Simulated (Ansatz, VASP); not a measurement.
**GaSb: VASP beside Ansatz**

One calculation is typed for both programs; each brings its own data sets. How far apart do they land? The cell is taken from a series of runs on this material, whose earlier steps may have relaxed, scaled, displaced or heated it; both programs get it as it stands.

Calculated with Ansatz 0.2.0; plane waves, with VASP 6.6.1 beside it; zone-centre phonons at PBEsol.

**1. Set-up**

The structure is orthorhombic, space group Imm2 (No. 44). The conventional cell has a = 4.149 Å, b = 4.331 Å, c = 6.217 Å, α = 90.00°, β = 90.00°, γ = 90.00°. Nearest to Ga lie 4 Sb at 2.62 to 2.64 Å. Sb has 4 Ga at 2.62 to 2.64 Å nearest. Farther neighbours are not listed.

As a file:

```xyz
2
Lattice="-0.0643 2.9979 3.1085 2.9979 -0.0643 3.1085 2.9335 2.9335 0.0000" Properties=species:S:1:pos:R:3 pbc="T T T"
Ga    2.9335    2.9335    0.0203
Sb    4.4003    4.4003    4.6425
```

**2. VASP: zone-centre phonons, PBEsol**

Second derivatives magnify differences that forces hide, and they need a tight electronic threshold.

Lines of VASP's logs that name or quote its potential files are left out, and so is its time.

Input file INCAR:

```
SYSTEM = GaSb
PREC = Accurate
ENCUT = 500
EDIFF = 1E-08
NELM = 120
ISMEAR = 1
SIGMA = 0.2
LREAL = .FALSE.
ALGO = Normal
GGA = PS
NBANDS = 15
LORBIT = 11
LWAVE = .FALSE.
LCHARG = .FALSE.
ISIF = 2
IBRION = 8
LASPH = .TRUE.
GGA_COMPAT = .FALSE.
KPAR = 2
```

Input file POSCAR:

```
GaSb
1.0
   -0.0643270769      2.9978646698      3.1085207498
    2.9978646698     -0.0643270769      3.1085207498
    2.9335375928      2.9335375928      0.0000000000
Ga Sb
1 1
Direct
    0.0032576611      0.0032576611      0.9967423389
    0.7467423389      0.7467423389      0.7532576611
```

Input file KPOINTS:

```
Automatic mesh
0
Gamma
12 12 12
0 0 0
```

Potentials, in the order of the species: Ga_d and Sb (PBE family, release 64).

Run with:

```console
mpirun -np 2 vasp_std
```

Numbers of over 12 decimals in the logs are rounded to 6 here.

The log of the run:

```text
[banner, memory and clock lines left out]
running    2 mpi-ranks, on    1 nodes
 distrk:  each k-point on    1 cores,    2 groups
 distr:  one band on    1 cores,    1 groups

 POSCAR found type information on POSCAR GaSb
 POSCAR found :  2 types and       2 ions
|                                                                             |
|               ----> ADVICE to this user running VASP <----                  |
|                                                                             |
|     You enforced a specific xc type in the INCAR file but a different       |
|     [... a line on the potential file left out ...]
|     I HOPE YOU KNOW WHAT YOU ARE DOING!                                     |
|                                                                             |

 LDA part: xc-table for (Slater+PW92), standard interpolation
 POSCAR, INCAR and KPOINTS ok, starting setup
 FFT: planning ... GRIDC
 FFT: planning ... GRID_SOFT
 FFT: planning ... GRID
 WAVECAR not read
 entering main loop
       N       E                     dE             d eps       ncg     rms          rms(c)
DAV:   1     0.796028097096E+02    0.79603E+02   -0.85478E+03  8528   0.146E+03
DAV:   2    -0.212945924924E+01   -0.81732E+02   -0.78803E+02  9681   0.299E+02
DAV:   3    -0.812756376010E+01   -0.59981E+01   -0.59782E+01 10101   0.668E+01
DAV:   4    -0.823275828602E+01   -0.10519E+00   -0.10518E+00 10358   0.997E+00
DAV:   5    -0.823525881728E+01   -0.25005E-02   -0.25005E-02 11024   0.134E+00    0.322E+00
DAV:   6    -0.815653865136E+01    0.78720E-01   -0.89660E-02 11104   0.535E+00    0.189E+00
DAV:   7    -0.812881207420E+01    0.27727E-01   -0.48451E-02 10488   0.205E+00    0.369E-01
DAV:   8    -0.812886823605E+01   -0.56162E-04   -0.52581E-03 11011   0.906E-01    0.110E-01
DAV:   9    -0.812912885758E+01   -0.26062E-03   -0.46833E-04  9577   0.178E-01    0.372E-02
DAV:  10    -0.812912266387E+01    0.61937E-05   -0.24199E-05 11013   0.419E-02    0.102E-02
DAV:  11    -0.812913276546E+01   -0.10102E-04   -0.12440E-05  9492   0.244E-02    0.457E-03
DAV:  12    -0.812913288785E+01   -0.12239E-06   -0.46401E-07 11068   0.616E-03    0.131E-03
DAV:  13    -0.812913285747E+01    0.30384E-07   -0.50284E-08  9702   0.156E-03    0.409E-04
DAV:  14    -0.812913288961E+01   -0.32144E-07   -0.30584E-09  8631   0.646E-04    0.104E-04
DAV:  15    -0.812913289753E+01   -0.79217E-08   -0.69509E-10  5901   0.305E-04
   1 F= -.81291329E+01 E0= -.81291310E+01  d E =-.571448E-05
 Linear response reoptimize wavefunctions to high precision
DAV:   1    -0.812913289793E+01   -0.39608E-09   -0.15211E-10  6888   0.137E-04
DAV:   2    -0.812913289793E+01   -0.40927E-11   -0.36678E-11  5341   0.609E-05
 Linear response DOF=           4
 Linear response progress:
  Degree of freedom:   1/  4
       N       E                     dE             d eps       ncg     rms          rms(c)
RMM:   1    -0.165869730073E+00   -0.16587E+00    0.78906E-02 32490   0.814E+00
RMM:   2    -0.164810914372E+00    0.10588E-02   -0.28401E-02 49400   0.137E+00    0.390E-02
RMM:   3    -0.164839943420E+00   -0.29029E-04   -0.35871E-03 51297   0.432E-01    0.266E-02
RMM:   4    -0.164758590321E+00    0.81353E-04   -0.18688E-03 55846   0.200E-01    0.130E-02
RMM:   5    -0.164729396464E+00    0.29194E-04   -0.83852E-05 54229   0.526E-02    0.466E-03
RMM:   6    -0.164735875780E+00   -0.64793E-05   -0.11150E-05 54843   0.217E-02    0.425E-04
RMM:   7    -0.164730157035E+00    0.57187E-05   -0.27570E-06 53303   0.934E-03    0.582E-04
RMM:   8    -0.164733161779E+00   -0.30047E-05   -0.44526E-07 53914   0.430E-03    0.186E-04
RMM:   9    -0.164734831985E+00   -0.16702E-05   -0.21540E-07 54165   0.198E-03    0.907E-05
RMM:  10    -0.164735883493E+00   -0.10515E-05    0.49635E-08 54691   0.983E-04    0.199E-05
RMM:  11    -0.164735883549E+00   -0.56164E-10   -0.13741E-08 54253   0.472E-04    0.111E-05
 first order change of Fermi-energy   0.21878E-04
 force on displaced ion       1 direction 1 :  -8.266  -0.117  -0.002
 Linear response progress:
  Degree of freedom:   2/  4
       N       E                     dE             d eps       ncg     rms          rms(c)
RMM:   1    -0.166294757101E+00   -0.16629E+00    0.58283E-02 10471   0.798E+00
RMM:   2    -0.164877696284E+00    0.14171E-02   -0.26012E-02 15797   0.133E+00    0.392E-02
RMM:   3    -0.165080458918E+00   -0.20276E-03   -0.33105E-03 16570   0.400E-01    0.277E-02
RMM:   4    -0.164980518198E+00    0.99941E-04   -0.15271E-03 17717   0.179E-01    0.122E-02
RMM:   5    -0.164942925269E+00    0.37593E-04   -0.57578E-05 17229   0.487E-02    0.436E-03
RMM:   6    -0.164952784523E+00   -0.98593E-05   -0.88087E-06 17240   0.203E-02    0.581E-04
RMM:   7    -0.164952646113E+00    0.13841E-06   -0.18310E-06 17082   0.873E-03    0.468E-04
RMM:   8    -0.164954355222E+00   -0.17091E-05   -0.52342E-07 16391   0.423E-03    0.682E-05
RMM:   9    -0.164954231944E+00    0.12328E-06   -0.19719E-07 17288   0.198E-03    0.346E-05
RMM:  10    -0.164954712138E+00   -0.48019E-06   -0.25830E-07 17443   0.920E-04    0.139E-05
RMM:  11    -0.164954682935E+00    0.29204E-07    0.16713E-08 17187   0.426E-04    0.146E-05
RMM:  12    -0.164954734800E+00   -0.51865E-07   -0.30537E-09 17019   0.217E-04    0.866E-06
RMM:  13    -0.164954858501E+00   -0.12370E-06   -0.26284E-08 16619   0.113E-04    0.941E-06
RMM:  14    -0.164954754928E+00    0.10357E-06   -0.24224E-08 16176   0.624E-05    0.532E-06
RMM:  15    -0.164954773348E+00   -0.18420E-07   -0.14284E-08 16534   0.316E-05    0.251E-06
RMM:  16    -0.164954782413E+00   -0.90648E-08   -0.25540E-10 15378   0.183E-05    0.142E-06
 first order change of Fermi-energy   0.89687E+00
 force on displaced ion       1 direction 3 :  -0.000  -0.000  -8.290
 Linear response progress:
  Degree of freedom:   3/  4
       N       E                     dE             d eps       ncg     rms          rms(c)
RMM:   1    -0.283170407035E-01   -0.28317E-01    0.42828E-03 53206   0.137E+00
RMM:   2    -0.256112879193E-01    0.27058E-02   -0.36094E-03 47477   0.391E-01    0.660E-02
RMM:   3    -0.255564670511E-01    0.54821E-04   -0.20513E-04 52571   0.105E-01    0.358E-02
RMM:   4    -0.256059399401E-01   -0.49473E-04   -0.41580E-05 52780   0.450E-02    0.451E-03
RMM:   5    -0.256165732309E-01   -0.10633E-04   -0.59248E-06 54900   0.158E-02    0.278E-03
RMM:   6    -0.256102244785E-01    0.63488E-05   -0.10813E-06 52677   0.550E-03    0.883E-04
RMM:   7    -0.256089655945E-01    0.12589E-05   -0.88631E-08 54512   0.168E-03    0.258E-04
RMM:   8    -0.256082497919E-01    0.71580E-06   -0.12363E-08 52554   0.558E-04    0.730E-05
RMM:   9    -0.256081503725E-01    0.99419E-07    0.48664E-11 53189   0.207E-04    0.152E-05
RMM:  10    -0.256081626060E-01   -0.12234E-07    0.14426E-09 52179   0.798E-05    0.433E-06
RMM:  11    -0.256081654824E-01   -0.28764E-08   -0.17152E-09 53641   0.276E-05    0.341E-06
 first order change of Fermi-energy   0.76592E-04
 force on displaced ion       2 direction 1 :  -8.257  -0.122  -0.000
 Linear response progress:
  Degree of freedom:   4/  4
       N       E                     dE             d eps       ncg     rms          rms(c)
RMM:   1    -0.287314496329E-01   -0.28731E-01    0.27610E-03 16410   0.140E+00
RMM:   2    -0.256491726863E-01    0.30823E-02   -0.37244E-03 15491   0.394E-01    0.681E-02
RMM:   3    -0.256207263992E-01    0.28446E-04   -0.20408E-04 16800   0.103E-01    0.369E-02
RMM:   4    -0.256913602249E-01   -0.70634E-04   -0.40975E-05 16977   0.450E-02    0.445E-03
RMM:   5    -0.257023668828E-01   -0.11007E-04   -0.59613E-06 17646   0.153E-02    0.284E-03
RMM:   6    -0.256942298852E-01    0.81370E-05   -0.75079E-07 16772   0.518E-03    0.786E-04
RMM:   7    -0.256930334136E-01    0.11965E-05   -0.53485E-08 17523   0.156E-03    0.219E-04
RMM:   8    -0.256927845901E-01    0.24882E-06   -0.12134E-08 16840   0.521E-04    0.944E-05
RMM:   9    -0.256927298328E-01    0.54757E-07   -0.12705E-09 16620   0.203E-04    0.124E-05
RMM:  10    -0.256927312564E-01   -0.14236E-08   -0.10750E-09 17076   0.740E-05    0.927E-06
 first order change of Fermi-energy  -0.89630E+00
 force on displaced ion       2 direction 3 :  -0.000  -0.000  -8.304
 Linear response finished
```

OUTCAR, selected parts (step 2):

```text
ion  position               nearest neighbor table
   1  0.003  0.003  0.997-   2 2.62   2 2.62   2 2.64   2 2.64
   2  0.747  0.747  0.753-   1 2.62   1 2.62   1 2.64   1 2.64

  LATTYP: Found a body centered orthorhombic cell.
 ALAT       =     4.1486486495
 B/A-ratio  =     1.0438563168
 C/A-ratio  =     1.4985702635

 Subroutine GETGRP returns: Found  4 space group operations
 (whereof  4 operations were pure point group operations)

The static configuration has the point symmetry C_2v.

 Found    280 irreducible k-points:

   k-points           NKPTS =    280   k-points in BZ     NKDIM =    280   number of bands    NBANDS=     15

   dimension x,y,z NGX =    32 NGY =   32 NGZ =   30
   dimension x,y,z NGXF=    64 NGYF=   64 NGZF=   60

   ENCUT  =  500.0 eV  36.75 Ry    6.06 a.u.   7.87  7.87  7.56*2*pi/ulx,y,z

   NELECT =      18.0000    total number of electrons

 k-points in reciprocal lattice and weights: Automatic mesh
   0.00000000  0.00000000  0.00000000       0.001
   0.08333333 -0.00000000  0.00000000       0.002
   0.16666667  0.00000000  0.00000000       0.002
   0.25000000  0.00000000  0.00000000       0.002
   0.33333333  0.00000000  0.00000000       0.002
   0.41666667  0.00000000  0.00000000       0.002
   0.50000000  0.00000000  0.00000000       0.001
   0.08333333  0.08333333  0.00000000       0.001
   0.16666667  0.08333333  0.00000000       0.002
[...]
0.25000000  0.25000000  0.50000000       0.001
  -0.25000000  0.25000000  0.50000000       0.001

 average (electrostatic) potential at core
       1 -65.3324       2 -87.2605

  Total        0.6516624      0.6516624      0.0312705      0.6199401      0.0000000      0.0000000
  in kB       18.6949986     18.6949986      0.8970936     17.7849449      0.0000000      0.0000000
  external PRESSURE =      12.7623636 kB  Pullay stress =       0.0000000 kB

  energy-cutoff  :      500.00
  volume of cell :       55.85
      direct lattice vectors                 reciprocal lattice vectors
    -0.064327077  2.997864670  3.108520750    -0.163281741  0.163281741  0.160848211
     2.997864670 -0.064327077  3.108520750     0.163281741 -0.163281741  0.160848211
     2.933537593  2.933537593  0.000000000     0.170442677  0.170442677 -0.160848211

 POSITION                                       TOTAL-FORCE (eV/Angst)
 -----------------------------------------------------------------------------------
      2.93354      2.93354      0.02025         0.000000      0.000000      0.000081
      4.40031      4.40031      4.64253        -0.000000     -0.000000     -0.000081
 -----------------------------------------------------------------------------------
    total drift:                               -0.000065     -0.000065      0.000976

 Eigenvectors and eigenvalues of the dynamical matrix
 ----------------------------------------------------

   1 f  =    6.797239 THz    42.708310 2PiTHz  226.731475 cm-1    28.111107 meV
             X         Y         Z           dx          dy          dz
      2.933538  2.933538  0.020253     0.563901    0.563901    0.000000
      4.400306  4.400306  4.642528    -0.426633   -0.426633   -0.000000

   2 f  =    6.762228 THz    42.488331 2PiTHz  225.563645 cm-1    27.966315 meV
             X         Y         Z           dx          dy          dz
      2.933538  2.933538  0.020253     0.000000    0.000000   -0.797169
      4.400306  4.400306  4.642528    -0.000000   -0.000000    0.603756

   3 f  =    6.700381 THz    42.099734 2PiTHz  223.500644 cm-1    27.710536 meV
             X         Y         Z           dx          dy          dz
      2.933538  2.933538  0.020253     0.564028   -0.564028    0.000000
      4.400306  4.400306  4.642528    -0.426465    0.426465   -0.000000

   4 f/i=    0.000764 THz     0.004801 2PiTHz    0.025490 cm-1     0.003160 meV
             X         Y         Z           dx          dy          dz
      2.933538  2.933538  0.020253     0.426633    0.426633    0.000000
      4.400306  4.400306  4.642528     0.563901    0.563901    0.000000

   5 f/i=    0.002677 THz     0.016820 2PiTHz    0.089295 cm-1     0.011071 meV
             X         Y         Z           dx          dy          dz
      2.933538  2.933538  0.020253     0.000000   -0.000000   -0.603756
      4.400306  4.400306  4.642528     0.000000   -0.000000   -0.797169

   6 f/i=    0.002750 THz     0.017277 2PiTHz    0.091720 cm-1     0.011372 meV
             X         Y         Z           dx          dy          dz
      2.933538  2.933538  0.020253     0.426465   -0.426465    0.000000
      4.400306  4.400306  4.642528     0.564028   -0.564028    0.000000

 ELASTIC MODULI CONTR FROM IONIC RELAXATION (kBar)
 Direction    XX          YY          ZZ          XY          YZ          ZX
 --------------------------------------------------------------------------------
 XX          -1.0089     -1.0089     -1.6511    -14.5369     -0.0000     -0.0000
 YY          -1.0089     -1.0089     -1.6511    -14.5369     -0.0000     -0.0000
 ZZ          -1.6511     -1.6511     -2.7019    -23.7889     -0.0000     -0.0000
 XY         -14.5369    -14.5369    -23.7889   -209.4513     -0.0000     -0.0000
 YZ          -0.0000     -0.0000     -0.0000     -0.0000   -207.0407    -44.7865
 ZX          -0.0000     -0.0000     -0.0000     -0.0000    -44.7865   -198.9273
 --------------------------------------------------------------------------------
```

The gap is under twice the smearing width, so the edge states are partly filled and the run can't tell a small gap from a semimetal. The PAW data sets were made with PBE, which is usual practice but a small mismatch for other functionals. Methfessel-Paxton smearing is not meant for a cell with a gap.

(Continued in part 2 of 2.)

[Lines on the potential files, build, host, timing and source positions are cut from VASP's logs without a mark.]

[Logs are printed without paths, hosts, clocks, repeated set-up lines and the standing remarks that a program may print on its own settings, such as how far it seeks lower states.]

[Hosts, paths, dates, database ids (printed as entryN), source tags and the programs' standing remarks are cut or masked in the printed files.]
